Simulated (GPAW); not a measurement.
Runs of GPAW 26.7.0 on TiO2. The structure is tetragonal, space group P4_2/mnm (No. 136). The conventional cell has a = 4.600 Å, b = 4.600 Å, c = 2.959 Å, α = 90.00°, β = 90.00°, γ = 90.00°. Around Ti (site symmetry mmm) lie 6 O at 1.95 to 1.98 Å. O (site symmetry m2m) is surrounded by 3 Ti at 1.95 to 1.98 Å. The cell is a database's computed one.

```csv
task,level,potentials or basis,U,cell,cutoff (eV),maxiter,band path,band points,eigensolver,optimizer,other keys,gap on the mesh (eV),pressure (GPa),relaxed volume (Å³/atom),largest force (eV/Å)
band structure,vdW-DF,"GPAW PAW data sets (gpaw-data 1.2.1), pw",-,as given,800,150,"GXMGZRAZ,XR,MA",60,-,-,-,1.89,-,-,0.15
band structure,revTPSS,"GPAW PAW data sets (gpaw-data 1.2.1), pw",-,as given,800,150,"GXMGZRAZ,XR,MA",100,davidson,-,-,2.01,3.0,-,(b)
band structure,revPBE,"the program's PAW data sets (release 1.2.1) made for this functional, pw",-,as given,800,150,"GXMGZRAZ,XR,MA",80,-,-,-,1.90,9.2,-,0.06
single point,PBE,"GPAW PAW data sets (gpaw-data 1.2.1), pw",-,as given,700,50,-,-,-,-,"several, not listed",1.87,4.0,-,(d)
relaxation of cell and atoms,revPBE+D3,"the program's PAW data sets (release 1.2.1) made for this functional, pw",-,relaxed,800,150,-,-,-,FIRE,-,1.86,-0.1,10.64,0.02
relaxation of cell and atoms,PBEsol+D4,"PAW data sets generated in the run's folder for this functional, pw",-,relaxed,800,150,-,-,-,LBFGS,-,1.87,0.0,10.28,-
band structure,r2SCAN+U,"GPAW PAW data sets (gpaw-data 1.2.1), pw",Ti d U = 3.5 eV,as given,800,150,"GXMGZRAZ,XR,MA",80,-,-,-,2.84,(a),-,(c)
relaxation of cell and atoms,PBEint,"PAW data sets generated in the run's folder for this functional, pw",-,relaxed,800,150,-,-,-,BFGS,-,1.86,0.0,10.51,0.02
```

Alike in all rows: no spin polarisation; k mesh 4 × 4 × 6; smearing fermi-dirac 0.05 eV.

Problem. Estimate the missing entries.

Solution. (a) 4.5; (b) 0.05; (c) 0.04; (d) 0.03.

Caveats: the PAW data sets were made with another functional, which shifts forces and pressure a little (some runs); later steps reuse the first step's grids (some runs); the cutoff is short for stress and forces, so pressures can be off by a GPa or more (some runs).

A k mesh can miss the band edges.
